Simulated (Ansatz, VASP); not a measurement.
# Lu in VASP and in Ansatz

Contents of INCAR:

```
SYSTEM = Lu
PREC     = Accurate       ! precision mode
ENCUT    = 600            ! plane-wave cutoff, eV
EDIFF    = 1E-6           ! SCF threshold, eV
ISMEAR   = -1             ! smearing method
SIGMA    = 0.1            ! smearing width, eV
LREAL    = .FALSE.        ! projectors in reciprocal space
LASPH    = .TRUE.         ! aspherical terms in the spheres
NELM     = 60             ! most SCF steps
ALGO     = Normal         ! electronic algorithm
ISIF     = 3              ! what is computed and relaxed
LWAVE    = .FALSE.        ! write WAVECAR
LCHARG   = .FALSE.        ! write CHGCAR
GGA      = CA             ! functional
IBRION   = 2              ! ionic algorithm
NSW      = 80             ! ionic steps
EDIFFG   = -0.01          ! ionic threshold
```

KPOINTS

```
Automatic mesh
0
G
  11 11 11
  0 0 0
```

The input POSCAR:

```
Lu
1.0
   -1.9464185914      1.9464185914      1.9464185914
    1.9464185914     -1.9464185914      1.9464185914
    1.9464185914      1.9464185914     -1.9464185914
Lu
1
Direct
    0.0000000000      0.0000000000      0.0000000000
```

Input for Ansatz:

```yaml
crystal:
  lattice:
    - [-1.9464185914, 1.9464185914, 1.9464185914]
    - [1.9464185914, -1.9464185914, 1.9464185914]
    - [1.9464185914, 1.9464185914, -1.9464185914]
  atoms:
    - { symbol: Lu, position: [0.0, 0.0, 0.0] }
hamiltonian:
  xc: lda
  pseudopotentials:
    kind: paw
    azcp:
      Lu: "pseudopotentials/Lu.paw.azcp"
basis:
  ecutwfc: 420
  fft_grid_basis: typed
kpoints:
  mp_grid: { grid: [11, 11, 11], shift: [0, 0, 0] }
magnetization:
  spin_polarized: false
scf:
  occupations: { method: fermi_dirac, width: 0.1 }
relax:
  max_steps: 60
  f_tol: 0.01
  cell: {}
```

The cell was built by a generator and needn't be a form met in nature.

Alike in both runs: task relaxation of cell and atoms; functional LDA; k mesh 11 × 11 × 11; occupations fermi-dirac, width 0.1 eV; no spin polarisation.

|  | VASP | Ansatz |
| --- | --- | --- |
| version | VASP 6.6.1 | Ansatz 0.2.0 |
| potentials or method | VASP PAW PBE potentials, release 64 (Lu) | plane waves (420 eV) with PAW, scalar-relativistic |
| plane-wave cutoff (eV) | 600 | 420 |
| valence electrons in the cell | 25 | 25 |

Ansatz gave:

* relaxed volume (Å³/atom): 26.24
* relaxed cell length with the largest relative difference (Å): 3.242
* energy change over the relaxation (meV/atom): -53

Problem. What did VASP give for the same quantities?

Solution. Relaxed volume (Å³/atom): 26.46; relaxed cell length with the largest relative difference (Å): 3.251; energy change over the relaxation (meV/atom): -48.

Ansatz warned: «pseudo_functional_mismatch».

Caveats: the PAW data sets were made with another functional, which shifts forces and pressure a little (VASP). Spin-orbit coupling is left out, which matters for the levels of Lu.
